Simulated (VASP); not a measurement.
# SiC: relaxed cell and band gap, by functional

SiC, P6_3mc (no. 186), 4 atoms in the cell.

| Functional | Volume (Å³/atom) | Change from the starting volume (fraction) | Gap, path and mesh (eV) | Time (s) |
|---|---|---|---|---|
| XC = PE PW92, XC_C = 1 0 | 10.49 | 0.015 | 2.30 | 88 |
| XC = PE PW92, XC_C = 0.75 0.25 | 10.42 | 0.008 | 2.26 | 97 |
| XC = PE PW92, XC_C = 0.5 0.5 | 10.35 | 0.001 | 2.21 | 93 |
| XC = PE PW92, XC_C = 0.25 0.75 | 10.28 | -0.006 | 2.17 | 86 |
| XC = PE PW92, XC_C = 0 1 | 10.20 | -0.013 | 2.13 | 65 |

## Input of the first row

INCAR.step1:
```
SYSTEM = SiC
  PREC = Accurate
  ENCUT = 600
  EDIFF = 1E-7
  ISMEAR = 0
  SIGMA = 0.02
  LREAL = .FALSE.
  LASPH = .TRUE.
  GGA_COMPAT = .FALSE.
  ALGO = Normal
  NELM = 150
  ISIF = 3
  LWAVE = .FALSE.
  LCHARG = .FALSE.
  XC = PE PW92
  XC_C = 1 0
  IBRION = 2
  EDIFFG = -0.005
  NSW = 60
  KPAR = 2
```

INCAR.step2, as INCAR.step1 but for:
```
- NSW = 60
+ NSW = 40
```

INCAR.step3, as INCAR.step2 but for:
```
- ISIF = 3
- IBRION = 2
- EDIFFG = -0.005
- NSW = 40
+ ISIF = 2
+ NBANDS = 16
```

KPOINTS:
```
k-points
0
Gamma
  8 8 4
```

KPOINTS_OPT:
```
path GMKGALHA,LM,KH
8
line-mode
reciprocal
 0.0000000000  0.0000000000  0.0000000000  G
 0.5000000000  0.0000000000  0.0000000000  M

 0.5000000000  0.0000000000  0.0000000000  M
 0.3333333333  0.3333333333  0.0000000000  K

 0.3333333333  0.3333333333  0.0000000000  K
 0.0000000000  0.0000000000  0.0000000000  G

 0.0000000000  0.0000000000  0.0000000000  G
 0.0000000000  0.0000000000  0.5000000000  A

 0.0000000000  0.0000000000  0.5000000000  A
 0.5000000000  0.0000000000  0.5000000000  L

 0.5000000000  0.0000000000  0.5000000000  L
 0.3333333333  0.3333333333  0.5000000000  H

 0.3333333333  0.3333333333  0.5000000000  H
 0.0000000000  0.0000000000  0.5000000000  A

 0.5000000000  0.0000000000  0.5000000000  L
 0.5000000000  0.0000000000  0.0000000000  M

 0.3333333333  0.3333333333  0.0000000000  K
 0.3333333333  0.3333333333  0.5000000000  H
```

POSCAR.step1:
```
SiC
1.0
    3.0760000000      0.0000000000      0.0000000000
   -1.5380000000      2.6638941420      0.0000000000
    0.0000000000      0.0000000000      5.0480000000
Si C
2 2
Direct
    0.6666666667      0.3333333333      0.5000000000
    0.3333333333      0.6666666667      0.0000000000
    0.6666666667      0.3333333333      0.8850000000
    0.3333333333      0.6666666667      0.3850000000
```

Commands (each step's output is kept before the next begins):
```
cat potpaw_PBE.64/Si/POTCAR potpaw_PBE.64/C/POTCAR > POTCAR
cp INCAR.step1 INCAR
cp POSCAR.step1 POSCAR
mpirun -np 2 vasp_std > vasp.out
cp CONTCAR POSCAR
rm WAVECAR CHG
cp INCAR.step2 INCAR
mpirun -np 2 vasp_std > vasp.out
cp CONTCAR POSCAR
rm WAVECAR CHG
cp INCAR.step3 INCAR
mpirun -np 2 vasp_std > vasp.out
```

Changes of the last row against the first:
```
(all steps)
- XC_C = 1 0
+ XC_C = 0 1
```

VASP 6.6.1 took 88 s on 2 cores (Intel Xeon Platinum 8259CL @ 2.50GHz (Skylake/Cascade Lake)), a shared host.
